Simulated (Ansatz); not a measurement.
# LiF, one cell by several methods

```
CELL_PARAMETERS angstrom
0.00000 1.95358 2.01400
1.95358 0.00000 2.01400
1.95358 1.95358 0.00000
ATOMIC_POSITIONS crystal
Li 0.00000 0.00000 0.00000
F 0.50000 0.50000 0.50000
```

Atom numbers follow the list: Li1, F2.

The cell is COD entry 1010990, as deposited and not checked against the literature; nothing was relaxed. The listed cell was then made from it by scaling, straining or moving an atom.

All numbers are computed: DFT, PBE, PAW with Ansatz's default frozen-core files, scalar-relativistic (Ansatz 0.2.0); DFT, PBE, all-electron PAW with datasets made for the crystal, scalar-relativistic (Ansatz 0.2.0); DFT, PBE, all-electron LAPW, scalar-relativistic (Ansatz 0.2.0).

For PAW: a Γ-centred 10×10×10 k mesh, Fermi–Dirac smearing of 0.03 eV, cutoff 420 eV, no spin polarisation. The crystal-made all-electron datasets (AE datasets) take a cutoff of 420 eV at this cell. LAPW targets a basis error of 1 meV/atom. The Ansatz runs share mesh, smearing and spin set-up. Plane-wave (PAW) pressures include the program's estimate of the Pulay term.

Stress and pressure are positive in compression.

The change that made this cell: equal xx and yy strain of -3 %.

```
                            quantity    PAW  AE datasets   LAPW
                      pressure (GPa)      ?         7.35   7.36
                     stress xx (GPa)      ?         8.41   8.42
                     stress zz (GPa)      ?         5.22   5.23
                       band gap (eV)  9.603        9.580  9.580
field gradient Vzz at F2 (10²¹ V/m²)   0.13         0.13      –
```

Question: What belongs in the row "pressure (GPa)", column "PAW"?

Answer: 7.50.

Question: Give the missing entry: row "stress xx (GPa)", column "PAW".

Answer: 8.55.

Question: What belongs in the row "stress zz (GPa)", column "PAW"?

Answer: 5.38.
